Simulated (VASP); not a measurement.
Here is a VASP 6.6.1 calculation.

File POSCAR:

```
SnSe2                                   
1.0
    3.8247482785      0.0000000000      0.0000000000
   -1.9123741393      3.3123291678      0.0000000000
    0.0000000000      0.0000000000     19.1800000000
  Se              Sn            
     2     1
Direct
     0.3333330000000032    0.6666669999999968    0.4164841939770751
     0.6666669999999968    0.3333330000000032    0.5835158060229249
     0.0000000000000000    0.0000000000000000    0.5000000000000000
```

Contents of INCAR.step1:

```
ALGO = Normal
DIPOL = 0.5 0.5 0.500
EDIFF = 1E-5
ENCUT = 520
GGA = PE
IDIPOL = 3
ISIF = 2
ISMEAR = 0
KPAR = 4
LASPH = T
LDIPOL = T
LREAL = F
LWAVE = T
NELM = 60
PREC = Accurate
SIGMA = 0.03
```

File INCAR.step2:

```
AEXX = 0.25
ALGO = Normal
DIPOL = 0.5 0.5 0.500
EDIFF = 1E-6
ENCUT = 520
GGA = PE
IDIPOL = 3
ISIF = 2
ISMEAR = 0
ISTART = 1
KPAR = 4
LASPH = T
LCHARG = T
LDIPOL = T
LHFCALC = T
LREAL = F
LVACPOTAV = T
LVHAR = T
LWAVE = F
NELM = 60
PREC = Accurate
PRECFOCK = Fast
SIGMA = 0.03
```

File KPOINTS:

```
k-points
0
Gamma
  6 6 1
```

Potentials or basis: VASP PAW PBE potentials, release 64 (Se, Sn_d).

Launch:

```sh
$ cat potpaw_PBE.64/Se/POTCAR potpaw_PBE.64/Sn_d/POTCAR > POTCAR
$ cp INCAR.step1 INCAR
$ mpirun -np 4 vasp_std > vasp.out
$ cp INCAR.step2 INCAR
$ mpirun -np 4 vasp_std > vasp.out
```

Question: What does it give for the ionisation potential of the upper face?

Answer: 6.86 eV.

Question: Predict the band gap on the k mesh.

Answer: 2.10 eV, indirect (least direct gap 2.49 eV).

Question: Predict the largest force.

Answer: 0.444 eV/Å.

Forces in eV/Å, atoms in the order of the input:
```
Se   0.000  0.000  0.444
Se   0.000  0.000 -0.444
Sn   0.000  0.000  0.000
```

Caveat: the PAW data sets were made with another functional, which shifts forces and pressure a little; spin-orbit coupling is left out, which moves the levels of the heavy elements.
